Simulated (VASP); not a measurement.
# CsI (P4/mmm) in VASP: a series of runs

One crystal, CsI, is run at these levels: LDA; tasks: single point.

Program: VASP 6.6.1. These are calculated values, not measurements. Logs are shortened: lines on timing, memory, paths and dates and some standing lists are left out, and cuts for length are marked.

## (1) The cell of the first run

The structure is tetragonal, space group P4/mmm (No. 123). Conventional cell: a = 4.567 Å, b = 4.567 Å, c = 4.658 Å, α = 90.00°, β = 90.00°, γ = 90.00°. Around Cs (site symmetry 4/mmm) lie 8 I at 3.98 Å. I (site symmetry 4/mmm) is surrounded by 8 Cs at 3.98 Å.

## (2) Single point, LDA (strain +0.0200 x Voigt [0, 0, 1, 0, 0, 0], atoms carried along)

File INCAR:

```
PREC     = Accurate       # precision mode
ENCUT    = 520            # plane-wave cutoff, eV
EDIFF    = 1E-7           # SCF threshold, eV
ISMEAR   = 0              # smearing method
SIGMA    = 0.05           # smearing width, eV
LREAL    = F              # projectors in reciprocal space
LASPH    = T              # aspherical terms in the spheres
NELM     = 100            # most SCF steps
ALGO     = Normal         # electronic algorithm
ISIF     = 2              # what is computed and relaxed
LWAVE    = F              # write WAVECAR
LCHARG   = F              # write CHGCAR
GGA      = CA             # functional
NBANDS   = 15             # bands
```

File KPOINTS:

```
regular mesh
0
Gamma
  6 6 6
```

File POSCAR:

```
CsI
1.0
    4.5667000000      0.0000000000      0.0000000000
    0.0000000000      4.5667000000      0.0000000000
    0.0000000000      0.0000000000      4.6580340000
Cs I
1 1
Direct
    0.0000000000      0.0000000000      0.0000000000
    0.5000000000      0.5000000000      0.5000000000
```

Potentials or basis: VASP PAW LDA potentials, release 64 (Cs_sv, I).

Launch:

```sh
> cat potpaw_LDA.64/Cs_sv/POTCAR potpaw_LDA.64/I/POTCAR > POTCAR
> mpirun -np 1 vasp_std > vasp.out
```

OUTCAR:

```text
PREC = Accurate
   ENCUT = 520
   EDIFF = 1E-7
   ISMEAR = 0
   LREAL = F
   LASPH = T
   NELM = 100
   ISIF = 2
   GGA = CA

 ion  position               nearest neighbor table
   1  0.000  0.000  0.000-
   2  0.500  0.500  0.500-

  LATTYP: Found a simple tetragonal cell.
 ALAT       =     4.5667000000
 C/A-ratio  =     1.0200000000

  Lattice vectors:

 A1 = (   4.5667000000,   0.0000000000,   0.0000000000)
 A2 = (   0.0000000000,   4.5667000000,   0.0000000000)
 A3 = (   0.0000000000,   0.0000000000,   4.6580340000)

Analysis of symmetry for initial positions (statically):
=====================================================================
 Subroutine PRICEL returns:
 Original cell was already a primitive cell.

 Routine SETGRP: Setting up the symmetry group for a
 simple tetragonal supercell.

 Subroutine GETGRP returns: Found 16 space group operations
 (whereof 16 operations were pure point group operations)
 out of a pool of 16 trial point group operations.

The static configuration has the point symmetry D_4h.

Analysis of symmetry for dynamics (positions and initial velocities):
=====================================================================
 Subroutine PRICEL returns:
 Original cell was already a primitive cell.

 Routine SETGRP: Setting up the symmetry group for a
 simple tetragonal supercell.

 Subroutine GETGRP returns: Found 16 space group operations
 (whereof 16 operations were pure point group operations)
 out of a pool of 16 trial point group operations.

The dynamic configuration has the point symmetry D_4h.

 Subroutine INISYM returns: Found 16 space group operations
 (whereof 16 operations are pure point group operations),
 and found     1 'primitive' translations

----------------------------------------------------------------------------------------

                                     Primitive cell

  volume of cell :      97.1421

  direct lattice vectors                    reciprocal lattice vectors
     4.566700000  0.000000000  0.000000000     0.218976504  0.000000000  0.000000000
     0.000000000  4.566700000  0.000000000     0.000000000  0.218976504  0.000000000
     0.000000000  0.000000000  4.658034000     0.000000000  0.000000000  0.214682847

  length of vectors
     4.566700000  4.566700000  4.658034000     0.218976504  0.218976504  0.214682847

  position of ions in fractional coordinates (direct lattice)
     0.000000000  0.000000000  0.000000000
     0.500000000  0.500000000  0.500000000

[... 87 lines left out ...]
   NELECT =      16.0000    total number of electrons
   NUPDOWN=      -1.0000    fix difference up-down
   EMIN   =  10.00;   EMAX   =-10.00  energy-range for DOS
   EFERMI =   0.00;   METHOD = LEGACY
   ISMEAR =     0;   SIGMA  =   0.05  broadening in eV -4-tet -1-fermi 0-gaus
   EFERMI_NEDOS =   21; number of points for ismear=-14 and -15
   IALGO  =     38    algorithm
   IMIX   =      4    mixing-type and parameters
     AMIX     =   0.40;   BMIX     =  1.00
     AMIX_MAG =   1.60;   BMIX_MAG =  1.00
  volume/ion in A,a.u.               =      48.57       327.77
  Fermi-wavevector in a.u.,A,eV,Ry     =   0.897385  1.695812 10.956777  0.805300
  Thomas-Fermi vector in A             =   2.019963
   LORBIT       =      0    0 simple, 1 ext, 2 COOP (PROOUT), +10 PAW based schemes
   GGA     = CA    functional components
   LHFCALC =     F    Hartree Fock is set to
   AEXX    =    0.0000 exact exchange contribution
   IVDW    =     0    specifies the selected vdW correction
   LEPSILON=     F    determine dielectric tensor
   LRPA    =     F    only Hartree local field effects (RPA)
 non-spin polarized calculation
 Gauss-broadening in eV      SIGMA  =   0.05
  energy-cutoff  :      520.00
  volume of cell :       97.14
 maximum number of plane-waves:      2633
 NGX is ok and might be reduce to    36
   NGX = 17   NGY = 17   NGZ = 17

 number of electron      16.0000001 magnetization

 Free energy of the ion-electron system (eV)
  ---------------------------------------------------
  ext. energy  EPLUGINS =         0.00000000
  ---------------------------------------------------
  free energy    TOTEN  =        -6.12382885 eV

  energy without entropy =       -6.12382885  energy(sigma->0) =       -6.12382885

 E-fermi :   0.8059     XC(G=0):  -8.0018

 val. band max:        0.5650797363   @ k =   0.5000   0.0000   0.5000
 cond. band min:       4.0033137422   @ k =   0.0000   0.0000   0.0000
 fundamental gap:      3.4382340060
 Fermi energy:         0.8058575805

 k-point     1 :       0.0000    0.0000    0.0000
  band No.  band energies     occupation
      1     -19.8237      2.00000
      2     -10.1542      2.00000
      3      -6.5379      2.00000
      4      -6.5151      2.00000
      5      -6.5151      2.00000
      6       0.3865      2.00000
      7       0.4727      2.00000
      8       0.4727      2.00000
      9       4.0033      0.00000
     10       4.5112      0.00000
     11       4.5520      0.00000
     12       8.1200      0.00000
     13       8.1200      0.00000
     14       8.2666      0.00000
[... 401 lines left out ...]
      2     -10.0387      2.00000
      3      -6.8493      2.00000
      4      -6.7687      2.00000
      5      -6.4260      2.00000
      6      -0.5291      2.00000
      7      -0.1903      2.00000
      8       0.5046      2.00000
      9       4.8632      0.00000
     10       5.5511      0.00000
     11       6.8386      0.00000
     12       6.8647      0.00000
     13       7.8901      0.00000
     14       9.1739      0.00000
     15       9.8202      0.00000

 [... further k-points ...]

------------------------ aborting loop because EDIFF is reached ----------------------------------------

  FORCE on cell =-STRESS in cart. coord.  units (eV):
  Direction    XX          YY          ZZ          XY          YZ          ZX
  --------------------------------------------------------------------------------------
  -------------------------------------------------------------------------------------
  Total       -0.8637672     -0.8637672     -1.0706169      0.0000000      0.0000000     -0.0000000
  in kB      -14.2462215    -14.2462215    -17.6578189      0.0000000      0.0000000     -0.0000000
  external PRESSURE =     -15.3834206 kB  Pullay stress =       0.0000000 kB

 VOLUME and BASIS-vectors are now :
 -----------------------------------------------------------------------------
  energy-cutoff  :      520.00
  volume of cell :       97.14
      direct lattice vectors                 reciprocal lattice vectors
     4.566700000  0.000000000  0.000000000     0.218976504  0.000000000  0.000000000
     0.000000000  4.566700000  0.000000000     0.000000000  0.218976504  0.000000000
     0.000000000  0.000000000  4.658034000     0.000000000  0.000000000  0.214682847

 POSITION                                       TOTAL-FORCE (eV/Angst)
 -----------------------------------------------------------------------------------
      0.00000      0.00000      0.00000         0.000000      0.000000      0.000000
      2.28335      2.28335      2.32902         0.000000      0.000000      0.000000
 -----------------------------------------------------------------------------------
    total drift:                               -0.000000      0.000000      0.000000

  FREE ENERGIE OF THE ION-ELECTRON SYSTEM (eV)
  ---------------------------------------------------
  free  energy   TOTEN  =        -6.1238288517 eV

  energy  without entropy=       -6.1238288517  energy(sigma->0) =       -6.12382885
```

Wall time 14 s (1 thread of Intel Xeon 6975P-C (Granite Rapids), shared host); peak memory 0.2 GiB.

What came out:

| Quantity | Value |
| --- | --- |
| Free energy | -6.1238 eV |
| Pressure | -1.5 GPa |
| Band gap on the k mesh | 3.44 eV, indirect (least direct gap 3.53 eV) |

Caveat: spin-orbit coupling is left out, which moves the levels of the heavy elements. A k mesh can miss the band edges.

(Part 1 of 2 ends here.)
